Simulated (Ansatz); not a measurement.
**Structure search for SnO**

Level of theory: DFT PBE, scalar-relativistic, plane waves, PAW in Ansatz 0.2.0. All cells share a 420 eV cutoff and Γ-centred k meshes spaced at most about 0.3 Å⁻¹ (about 0.25 or finer for metals, 2π included). No spin polarisation.

Energies over the elements count from the elements' standard structures at the same level (O₂ as a molecule), with no fitted energy shifts. The references include grey tin.

These are static total energies at zero pressure. The comparison covers the computed candidates alone. Weakly bound directions are ill-defined at this level, which has no dispersion term (P4/nmm, P6_3mc, P6_3/mmc at 28.7 Å³/atom), and this can change margins and order among such cells. Kohn–Sham gaps at this level usually fall short of measured ones. The zero gap of P6_3/mmc at 16.2 Å³/atom, P6_3/mmc at 16.8 Å³/atom, Pm-3m may come from the functional, which often closes small gaps.

Invented guesses and database cells were relaxed alike, and ends that match in structure were merged. ΔE counts from the first row. Coordination counts O atoms around Sn (those within 1.25 times the shortest such distance or 1.15 times the sum of covalent radii; the shortest distance is added where it is long for a bond). The ends were matched against large subsets of the Crystallography Open Database and the Materials Project, so a missing match doesn't prove that a structure is unreported.

```csv
#,reached from,type and space group,atoms,Å³/atom,coordination,ΔE (meV/atom),gap on mesh (eV),in databases
1,a Materials Project cell,"litharge, P4/nmm (No. 129)",4,19.0,Sn 4,0,0.50,"Materials Project, matches COD"
2,close-packed anion layers stacked AB,P6_3mc (No. 186),4,22.5,Sn 3,312,1.49,no match
3,close-packed anion layers stacked AA,"anti-nickel arsenide, P6_3/mmc (No. 194)",4,16.2,Sn 6 from 2.5 Å,490,0.00,no match
4,close-packed anion layers stacked AB,"nickel arsenide, P6_3/mmc (No. 194)",4,16.8,Sn 6 from 2.6 Å,528,0.00,no match
5,random cell,P6_3/mmc (No. 194),4,28.7,Sn 3,630,0.12,no match
6,GaIr type (Pm-3m),"caesium chloride, Pm-3m (No. 221)",2,15.4,Sn 8 from 2.7 Å,771,0.00,no match
```

The lowest: Space group P4/nmm (No. 129), tetragonal, a = 3.868 Å, c = 5.066 Å. Sn has 4 O at 2.25 Å; O has 4 Sn at 2.25 Å and 4 O at 2.74 Å. Its energy over the elements is −1.261 eV/atom. It is a structure that the Crystallography Open Database (COD) lists.

```
Sn O
1.0
     3.86826    0.00000    0.00000
     0.00000    3.86826    0.00000
     0.00000    0.00000    5.06624
Sn O
2 2
Cartesian
  0.0000 1.9341 1.1590
  1.9341 0.0000 3.9072
  1.9341 1.9341 0.0000
  0.0000 0.0000 0.0000
```

The second: Space group P6_3mc (No. 186), hexagonal, a = 3.360 Å, c = 9.216 Å. Sn has 3 O at 2.20 Å; O has 3 Sn at 2.20 Å. Counting O atoms around Sn, the first has Sn 4 and the second has Sn 3. Cells relaxed within their symmetry can be saddle points.

```cif
data_structure
_symmetry_space_group_name_H-M 'P 1'
_symmetry_Int_Tables_number 1
_cell_length_a 3.3604
_cell_length_b 3.3604
_cell_length_c 9.2160
_cell_angle_alpha 90.000
_cell_angle_beta 90.000
_cell_angle_gamma 120.000
_cell_volume 90.13
loop_
_atom_site_label
_atom_site_type_symbol
_atom_site_fract_x
_atom_site_fract_y
_atom_site_fract_z
_atom_site_occupancy
Sn1 Sn 0.33333 0.66667 0.38013 1
Sn2 Sn 0.66667 0.33333 0.88013 1
O1 O 0.33333 0.66667 0.99300 1
O2 O 0.66667 0.33333 0.49300 1
```

Some candidate types were left out of the draw beforehand, so a known form may be missing.
